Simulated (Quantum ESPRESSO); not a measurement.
Pt in Quantum ESPRESSO: the effect of Hubbard term

Crystal: Pt.

```
Pt
1.0
     0.00000    1.96090    1.96090
     1.96090    0.00000    1.96090
     1.96090    1.96090    0.00000
Pt
1
Cartesian
  0.0000 0.0000 0.0000
```

Alike in all runs:

* Program: Quantum ESPRESSO 7.5
* Task: Hubbard U by linear response
* Functional: LDA
* Potentials or basis: GBRV 1.5 LDA
* Cutoff: 612 eV
* Density cutoff: 4898 eV
* k mesh: 10 × 10 × 10
* Occupations: cold, width 0.2 eV
* Spin: no spin polarisation
* Start of the occupations: default
* Hubbard projectors: ortho-atomic
* Form of the LDA correlation: PZ81
* Mixing beta: 0.3
* Most SCF iterations: 120
* SCF threshold: 2e-10 Ry
* q mesh: 2 × 2 × 2

**Question.** One run gave: pressure -3.4 GPa. Which Hubbard term did it use?
A. Pt d U = 8.0 eV
B. Pt d U = 4.0 eV
C. Pt d U = 2.0 eV
D. Pt d U = 0.0001 eV
E. Pt d U = 6.0 eV

**Answer.** E.

```csv
Hubbard term,pressure (GPa)
Pt d U = 0.0001 eV,-7.1
Pt d U = 2.0 eV,-6.1
Pt d U = 4.0 eV,-4.9
Pt d U = 6.0 eV,-3.4
Pt d U = 8.0 eV,-1.2
```

Caveats: the computed U isn't converged in cell size; U without spin polarisation on a metal has little footing; the U is typed as a test and isn't derived for this compound.

Not every run made on this cell is shown here.
